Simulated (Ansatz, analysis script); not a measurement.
**Free-standing triangular V monolayer, spacing 2.841 Å: E(q) by the generalised Bloch theorem**

Aim: the energy of a free-standing triangular V monolayer, spacing 2.841 Å as its moments wind into spirals of wavevector q.

Calculated with Ansatz 0.2.0; PBEsol, PAW set soft_1 (files made for PBE).

Report form: the programs' logs are mostly left out.

## (1) The starting structure

The cell holds 1 atom: 1 V. Its edges and angles: a = 2.841 Å, b = 2.841 Å, c = 14.000 Å, α = 90.0°, β = 90.0°, γ = 120.0°. An idealised lattice of chosen spacing, in vacuum. Vacuum lies along c.

## (2) Two spin channels first

First a free collinear run, to see which state the typed moments lead to.

The input, input.yaml:

```yaml
crystal:
  lattice:
    - [2.841, 0.0, 0.0]
    - [-1.4205, 2.460378, 0.0]
    - [0.0, 0.0, 14.0]
  atoms:
    - { symbol: V, position: [0.0, 0.0, 0.5], spin: 1.5 }
magnetization:
  spin_polarized: true
kpoints:
  mp_grid: { grid: [9, 9, 1] }
hamiltonian:
  xc: pbesol
  pseudopotentials: { kind: paw, azcp: { folder: soft_1 }, xc_functional: pbe }
scf:
  occupations: { method: fermi_dirac, width: 0.05 }
  max_iter: 120
  convergence: { dr2_threshold: 1.0e-08 }
  lower_state_search: "off"
```

The run is started by

```
> ansatz run input.yaml --threads 4 --pin off --max-ram 8192MiB --backend cpu --events-out ev --progress --plain --runs-dir out
```

The job ended after 1.4 s (4 threads of Intel Xeon 6975P-C (Granite Rapids), shared host; peak memory 0.35 GiB; 2.5 s of CPU time).

Spin moment in the atom's sphere by atom:

```
atom  spin moment in the atom's sphere (μB)
  V1                                   2.41
```

The run ends ferromagnetic, with a net moment of 3.15 μB a cell. With one V atom carrying the moment, parallel order of its images is forced by the cell, not found.

## (3) Mesh refined

Levels at the Fermi energy are partly filled, so moments and energy differences can hang on the k-mesh, and the state is solved again on a denser one.

input.yaml, the sections that differ from step 2:

```yaml
crystal:
  lattice:
    - [2.841, 0.0, 0.0]
    - [-1.4205, 2.460378, 0.0]
    - [0.0, 0.0, 14.0]
  atoms:
    - { symbol: V, position: [0.0, 0.0, 0.5], spin: 2.41 }
kpoints:
  mp_grid: { grid: [22, 22, 1] }
basis:
  ecutwfc: 420.0
checkpoint:
  read: start
  write: ck
  compress: false
  write_wavefunctions: false
  write_every: 100000
# magnetization, hamiltonian, scf: as in step 2
```

Elapsed: 0.76 s, on 4 threads; peak memory 0.43 GiB; 2.4 s of CPU time.

Spin moment in the atom's sphere by atom:

```
atom  spin moment in the atom's sphere (μB)
  V1                                   2.48
```

The run ends ferromagnetic, with a net moment of 3.24 μB a cell, against 3.15 μB on the first mesh.

Each spiral starts from these moments, tilted 90° from the rotation axis z (a flat spiral); sizes are free, while the program holds flat spirals in their plane. Spin–orbit coupling is switched off, so the energy does not depend on how the axis lies in the crystal. The folder named start holds the saved collinear state, from which each run begins.

The runs on spinors take the mesh 24×24×1.

## (4) q = (0, 0, 0)

The reference is the same input at q = 0, so that basis and exchange-correlation form match those at other q. Every q is chosen so that q/2 is a mesh vector: every spiral then samples the k-points of q = 0, and much mesh noise cancels.

input.yaml, the sections that differ from step 3:

```yaml
crystal:
  lattice:
    - [2.841, 0.0, 0.0]
    - [-1.4205, 2.460378, 0.0]
    - [0.0, 0.0, 14.0]
  atoms:
    - { symbol: V, position: [0.0, 0.0, 0.5], spin: 2.48, spin_axis: [1.0, 0.0, 0.0] }
kpoints:
  mp_grid: { grid: [24, 24, 1] }
magnetization:
  noncollinear: true
  spin_spiral: { q: [0.0, 0.0, 0.0] }
checkpoint:
  read: start
# hamiltonian, scf, basis: as in step 3
```

The run is started by

```
> ansatz run input.yaml --threads 1 --pin off --max-ram 2048MiB --backend cpu --events-out ev --progress --plain --runs-dir out
```

It took 9.9 s on 1 thread; peak memory 0.59 GiB.

The largest moment is 2.46 μB, against 2.48 μB in the collinear run.

## (5) q = (0.083, 0.083, 0)

Only q changes. The cell stays that of the crystal, since the generalised Bloch theorem carries the rotation from cell to cell.

input.yaml, as its differences from that of step 4:

```diff
@@ -21,3 +21,3 @@
   noncollinear: true
-  spin_spiral: { q: [0.0, 0.0, 0.0] }
+  spin_spiral: { q: [0.08333333, 0.08333333, 0.0] }
 checkpoint:
```

Wall time 27 s (1 thread); peak memory 0.92 GiB.

The energy of the cell lies 29.1 meV above that at q = 0, and the largest moment is 2.39 μB against 2.46 μB.

## (6) q = (0.167, 0, 0)

input.yaml, as its differences from that of step 5:

```diff
@@ -21,3 +21,3 @@
   noncollinear: true
-  spin_spiral: { q: [0.08333333, 0.08333333, 0.0] }
+  spin_spiral: { q: [0.16666667, 0.0, 0.0] }
 checkpoint:
```

The job ended after 28 s (1 thread; peak memory 0.92 GiB).

The energy of the cell lies 38.2 meV above that at q = 0, and the largest moment is 2.37 μB against 2.46 μB.

## (7) q = (0.333, 0, 0)

input.yaml, as its differences from that of step 6:

```diff
@@ -21,3 +21,3 @@
   noncollinear: true
-  spin_spiral: { q: [0.16666667, 0.0, 0.0] }
+  spin_spiral: { q: [0.33333333, 0.0, 0.0] }
 checkpoint:
```

It took 47 s on 1 thread; peak memory 0.94 GiB.

The energy of the cell lies 19.0 meV above that at q = 0, and the largest moment is 2.29 μB against 2.46 μB.

## (8) q = (0.5, 0, 0)

input.yaml, as its differences from that of step 7:

```diff
@@ -21,3 +21,3 @@
   noncollinear: true
-  spin_spiral: { q: [0.33333333, 0.0, 0.0] }
+  spin_spiral: { q: [0.5, 0.0, 0.0] }
 checkpoint:
```

The job ended after 34 s (1 thread; peak memory 0.95 GiB).

The energy of the cell lies 101 meV below that at q = 0, and the largest moment is 2.40 μB against 2.46 μB.

5 more runs differ from these in the same keys alone and are tabled below.

## (9) The spirals together

```
q (reciprocal lattice)  path length (1/Å)  E(q) − E(0) (meV a magnetic atom)  |m| V no. 1 (μB)
             (0, 0, 0)              0.000                               0.00              2.46
         (0.167, 0, 0)              0.426                              38.18              2.37
          (0.25, 0, 0)              0.638                              64.41              2.30
         (0.333, 0, 0)              0.851                              19.03              2.29
           (0.5, 0, 0)              1.277                            -101.17              2.40
     (0.417, 0.167, 0)              1.645                            -124.97              2.37
     (0.333, 0.333, 0)              2.014                            -131.53              2.35
       (0.25, 0.25, 0)              2.383                             -88.57              2.37
     (0.167, 0.167, 0)              2.751                              38.32              2.26
     (0.083, 0.083, 0)              3.120                              29.05              2.39
             (0, 0, 0)              3.488                               0.00              2.46
```

## (10) Exchange couplings from E(q)

For rigid moments E(q) is a sum of cosines over neighbour shells, so a fit gives the couplings, and from them an ordering temperature.

E = −Σ J e·e over ordered pairs (each pair twice, J > 0 for parallel moments) is fitted to 9 points (copies by symmetry counted).

The fitted shells:

```
pair  distance (Å)  neighbours a magnetic atom  J (meV)
 V-V         2.841                           6   -22.24
 V-V         4.921                           6    12.45
 V-V         5.682                           6     7.94
 V-V         7.517                          12  -0.2167
 V-V         8.523                           6   -2.686
```

This step gave:

```
r.m.s. miss of the fit             : 2.646 meV
ordering temperature, mean field   : 795.2 K
wavevector of the mean-field order : -0.3333, -0.3333, 0 reciprocal lattice
```

## (11) Summary of results

| Quantity | Value |
| --- | --- |
| lowest point of the path | q = (0.333, 0.333, 0), -132 meV a magnetic atom from q = 0 |
| highest point | 64.4 meV a magnetic atom |
| J of the nearest shell | -22.2 meV |
| mean-field temperature | 795 K |

In words: The state at q = (0.333, 0.333, 0) lies 132 meV a magnetic atom below the ferromagnetic start, so that start is not the lowest state. The moments change by at most 8 % from their size at q = 0, a modest change. The fit misses by 1.4 % of the energy range, so the shells describe the path well, though few points can't fix distant couplings. In a sheet or chain isotropic couplings alone give no order above 0 K (Mermin and Wagner), so the mean-field number is only an energy scale. The temperatures are those of classical unit spins, and mean field runs high. The 10 spiral runs took 6.1 min of wall time, added up. Energies are free energies at a smearing of 0.05 eV, and with partly filled levels differences shift, at times strongly, as the smearing goes to zero. The cell was taken as built, with atoms unrelaxed. In doubt: the program's search for lower states was switched off, so a lower magnetic state than those reached may exist.

[Logs and program files are shortened in this print: banners, set-up blocks, solver, clock and traceback lines can be left out without a mark of their own.]

[Logs are printed without paths, hosts, clocks, repeated set-up lines and the standing remarks that a program may print on its own settings, such as how far it seeks lower states.]

[Hosts, paths, dates, database ids (printed as entryN), source tags and the programs' standing remarks are cut or masked in the printed files.]
